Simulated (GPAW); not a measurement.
# Be (P6_3/mmc) in GPAW: single point with PBE

Aim: the single point of Be with PBE.

Program: GPAW 26.7.0. These are calculated values, not measurements. Logs are shortened: lines on timing, memory, paths and dates and some standing lists are left out, and cuts for length are marked. The log counts tension as positive stress, the text compression.

**1. The structure**

The structure is hexagonal, space group P6_3/mmc (No. 194). The conventional cell has a = 2.285 Å, b = 2.285 Å, c = 3.584 Å, α = 90.00°, β = 90.00°, γ = 120.00°. Around Be (site symmetry -6m2) lie 12 Be at 2.23 to 2.29 Å.

**2. Single point, PBE**

The input, POSCAR:

```
Be
1.0
    2.2853000000      0.0000000000      0.0000000000
   -1.1426500000      1.9791278553      0.0000000000
    0.0000000000      0.0000000000      3.5842000000
Be
2
Direct
    0.6666666667      0.3333333333      0.7500000000
    0.3333333333      0.6666666667      0.2500000000
```

Potentials or basis: GPAW PAW data sets (gpaw-data 1.2.1), pw.

Started as:

```sh
> OMP_NUM_THREADS=1 gpaw run POSCAR -p 'mode=PW(800),xc=PBE,kpts={size:(13,13,8),gamma:True},occupations={name:fermi-dirac,width:0.05},nbands=9,convergence={density:1e-05,energy:1e-05},maxiter=150,txt=gpaw.txt' --properties efs -w gs.gpw
```

Output:

```text
__  _  _
 | _ |_)|_||  |
 |__||  | ||/\| - 26.7.0

Input parameters:
  mode=PW(ecut=800.0),
  convergence={'density': 1e-05, 'energy': 1e-05},
  kpts=MonkhorstPack(size=[13, 13, 8], gamma=True),
  maxiter=150,
  nbands=9,
  occupations=Occupations(name='fermi-dirac', width=0.05),
  xc=XC(name='PBE')

Diagonalizing LCAO Hamiltonian
Converting LCAO to pw mode

          Be

        Be

Atoms  # Å, Bohr magnetons
|   | symbol |         x |        y |        z |    initial magnetic moments |
|---|--------|-----------|----------|----------|-----------------------------|
| 0 |     Be |  1.142650 | 0.659709 | 2.688150 | ( 0.0000,  0.0000,  0.0000) |
| 1 |     Be | -0.000000 | 1.319419 | 0.896050 | ( 0.0000,  0.0000,  0.0000) |

Unit cell  # Å
| periodic |         x |        y |        z |  lengths |     angles |
|----------|-----------|----------|----------|----------|------------|
|      yes |  2.285300 | 0.000000 | 0.000000 | 2.285300 |  90.000000 |
|      yes | -1.142650 | 1.979128 | 0.000000 | 2.285300 |  90.000000 |
|      yes |  0.000000 | 0.000000 | 3.584200 | 3.584200 | 120.000000 |

Number of symmetries: 12
Symmetry operations  # r_c * U_cc + t_c -> r_c
|    | kind |            matrix            |
|----|------|------------------------------|
|  0 |  σ   |  1, 1, 0,  0,-1, 0,  0, 0, 1 |
|  1 |  S6  |  1, 1, 0, -1, 0, 0,  0, 0,-1 |
|  2 |  E   |  1, 0, 0,  0, 1, 0,  0, 0, 1 |
|  3 |  C2  |  1, 0, 0, -1,-1, 0,  0, 0,-1 |
|  4 |  C2  |  0, 1, 0,  1, 0, 0,  0, 0,-1 |
|  5 |  C3  |  0, 1, 0, -1,-1, 0,  0, 0, 1 |
|  6 |  S6  |  0,-1, 0,  1, 1, 0,  0, 0,-1 |
|  7 |  σ   |  0,-1, 0, -1, 0, 0,  0, 0, 1 |
|  8 |  σ   | -1, 0, 0,  1, 1, 0,  0, 0, 1 |
|  9 |  i   | -1, 0, 0,  0,-1, 0,  0, 0,-1 |
| 10 |  C3  | -1,-1, 0,  1, 0, 0,  0, 0, 1 |
| 11 |  C2  | -1,-1, 0,  0, 1, 0,  0, 0,-1 |

BZ-sampling:
  Number of BZ points: 1352
  Number of IBZ points: 147

  Monkhorst-Pack size: [13, 13, 8]
  Monkhorst-Pack shift: [0.0, 0.0, 0.0625]

K-points  # in reciprocal-cell coordinates
|     |                                coordinates |     weight |
|-----|--------------------------------------------|------------|
|   0 | (  0.00000000,   0.00000000,   0.00000000) | 0.00073964 |
|   1 | (  0.00000000,   0.00000000,   0.12500000) | 0.00147929 |
|   2 | (  0.00000000,   0.00000000,   0.25000000) | 0.00147929 |
|   3 | (  0.00000000,   0.00000000,   0.37500000) | 0.00147929 |
|   4 | (  0.00000000,   0.00000000,   0.50000000) | 0.00073964 |
|   5 | (  0.07692308,   0.00000000,  -0.37500000) | 0.00443787 |
|   6 | (  0.07692308,   0.00000000,  -0.25000000) | 0.00443787 |
|   7 | (  0.07692308,   0.00000000,  -0.12500000) | 0.00443787 |
|   8 | (  0.07692308,   0.00000000,   0.00000000) | 0.00443787 |
|   9 | (  0.07692308,   0.00000000,   0.12500000) | 0.00443787 |
| ... |                                            |            |
| 146 | (  0.46153846,   0.46153846,   0.50000000) | 0.00443787 |

Plane wave coefficients: 846
Cutoff: 800.0 eV

Spin-components: 1 (collinear spins)
Bands:           9
Projectors:      6
Spin-degeneracy: 2
Datatype:        complex128

Density:
  Valence electrons: 4.0
  Components: 1
  Grid points: [15 15 24]
  Charge: 0.0  # |e|

Potential:
  Grid points: [15 15 24]

species:
  Be:
    name:    Beryllium
    Z:       4.0
    valence: 2
    core:    2
    charge:  0.0  # [|e|]
    compensation charges:
      type: gauss
      rc: 0.25  # [Å]
      lmax: 2
    cutoffs:
      filter: 1.42  # [Å]
      core: 1.77  # [Å]
    projectors
    | kind |    occ | energy [eV] | rcut [Å] |
    |------|--------|-------------|----------|
    |   2s |  2.000 |      -5.610 |    0.794 |
    |   2p |  0.000 |      -2.018 |    0.794 |
    |    s |        |      21.602 |    0.794 |

    Using partial waves for Be as LCAO basis

Reference energy: -796.369947  # eV

eigensolver:
  PPCG
  Converge bands: occupied
  niter=2

density mixing:
  MSR1-Mixer
  Pratt-step length: 0.05
  Maximum mixing coefficient: 0.75
  Old densities: 10
  SVD Regularization: 0.005
  Good broyden scale: 1.0
  Trust region scale: 1.0
  Backstep threshold: 4.0
  History deletion threshold: 6.0
  Fourier metric: weight=20.0, sigma=0.015

occupation numbers:
  Fermi-Dirac:
    width: 0.0500  # eV

poisson solver:
  ecut: 6400.0  # eV

xc functional:
  name: PBE with 2 nearest neighbor stencil

convergence criteria:
- Maximum integral of absolute [dens]ity change: 1e-05 electrons / valence electron
- Maximum [total energy] change in last 3 cyles: 1e-05 eV / valence electron
- Maximum integral of absolute [eigenst]ate change: 4e-08 eV^2 / valence electron
maximum number of iterations: 150

SCF iterations
|iter     | |      energy | eigst |  dens |
|---------|-|-------------|-------|-------|
|iter:   1| |   -7.397487 | +0.39 |       |
|iter:   2| |   -7.397087 | -3.08 | -1.31 |
|iter:   3| |   -7.400411 | -2.57 | -1.34 |
|iter:   4| |   -7.401527 | -3.55 | -1.89 |
|iter:   5| |   -7.401533 | -7.02 | -2.85 |
|iter:   6| |   -7.401533c| -8.12c| -3.40 |
|iter:   7| |   -7.401533c| -9.29c| -4.88 |
|iter:   8| |   -7.401533c| -9.35c| -5.38c|

Converged in 8 steps
Energy contributions relative to reference atoms: (reference = -796.369947)

Energy contributions:
  Kinetic:           5.758802
  Coulomb:          -2.346817
  Zero:             -0.127181
  External:          0.000000
  Xc:              -10.685796
  Entropy:          -0.001082
  Spinorbit:         0.000000
  ----------------------------
  Free energy:      -7.402074
  Extrapolated:     -7.401533

dipole moment: (0.000003, 0.000005, 0.000009)  # |e|*Ang

Fermi level: 7.140
Eigenvalues  # (at kpt = [0.000, 0.000, 0.000])
| band index |      eig [eV] | occ [0-2] |
|------------|---------------|-----------|
|          0 |        -3.946 |     2.000 |
|          1 |         2.960 |     2.000 |
|          2 |         8.407 |     0.000 |
|          3 |        22.943 |     0.000 |
|          4 |        22.943 |     0.000 |
|          5 |        25.813 |     0.000 |
|          6 |        25.813 |     0.000 |
|          7 |        28.009 |     0.000 |
|          8 |        35.529 |     0.000 |

No gap
No difference between direct/indirect transitions

Forces  # eV/Ang
|       x |       y |        z |
|---------|---------|----------|
| 0.00000 | 0.00000 | -0.00000 |  # Be   0
| 0.00000 | 0.00000 |  0.00000 |  # Be   1

Stress tensor  # eV/Ang^3
|         x |         y |        z |
|-----------|-----------|----------|
|  0.006248 | -0.000000 | 0.000000 |
| -0.000000 |  0.006248 | 0.000000 |
|  0.000000 |  0.000000 | 0.012264 |

# Writing to gs.gpw (mode='')
```

Wall time 15 s (1 thread of Arm Neoverse V1, shared host); peak memory 0.15 GiB.

What came out:

```yaml
Free_energy: -7.4021 eV
Pressure: -1.3 GPa
Band_gap_on_the_k_mesh: none (metal or under the smearing width)
```

Stress tensor (GPa, compression positive):
```
-1.00  0.00  0.00
 0.00 -1.00  0.00
 0.00  0.00 -1.96
```
